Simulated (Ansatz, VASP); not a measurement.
# Zr: VASP beside Ansatz

The input INCAR:

```
PREC = Accurate
ENCUT = 520
EDIFF = 1E-6
ISMEAR = -1
SIGMA = 0.05
LREAL = False
LASPH = True
NELM = 100
ALGO = Normal
ISIF = 2
LWAVE = False
LCHARG = False
GGA = PE
NBANDS = 12
```

KPOINTS

```
regular mesh
0
Gamma
  10 10 10
```

File POSCAR:

```
Zr
1.0
   -1.8219871043      1.8219871043      1.8219871043
    1.8219871043     -1.8219871043      1.8219871043
    1.8219871043      1.8219871043     -1.8219871043
Zr
1
Direct
    0.0000000000      0.0000000000      0.0000000000
```

The input input.yaml:

```yaml
crystal:
  lattice:
    - [-1.8219871043, 1.8219871043, 1.8219871043]
    - [1.8219871043, -1.8219871043, 1.8219871043]
    - [1.8219871043, 1.8219871043, -1.8219871043]
  atoms:
    - { symbol: Zr, position: [0.0, 0.0, 0.0] }
kpoints:
  mp_grid: { grid: [10, 10, 10] }
scf:
  occupations: { method: fermi_dirac, width: 0.05 }
hamiltonian:
  xc: pbe
  pseudopotentials: { kind: all_electron, lapw: { basis_error: 0.0005 } }
output:
  forces: true
  stress: true
  eigenvalues: true
```

Change from the starting cell: volume scaled by 1.02.

Alike in both runs: task single point; functional PBE; k mesh 10 × 10 × 10; occupations fermi-dirac, width 0.05 eV; no spin polarisation.

|  | VASP | Ansatz |
| --- | --- | --- |
| version | VASP 6.6.1 | Ansatz 0.2.0 |
| potentials or method | VASP PAW PBE potentials, release 64 (Zr_sv) | all-electron LAPW, scalar-relativistic |
| plane-wave cutoff (eV) | 520 | see its input |

|  | VASP | Ansatz | Ansatz less VASP |
| --- | --- | --- | --- |
| gap on the k mesh at the Fermi level (eV) | none | none | - |
| pressure (GPa) | -4.8 | -4.8 | -0.01 |

A gap of «none» marks a metal or a gap that the smearing closes. Ansatz ran all-electron here, so the differences hold the error of VASP's frozen core and of both bases.
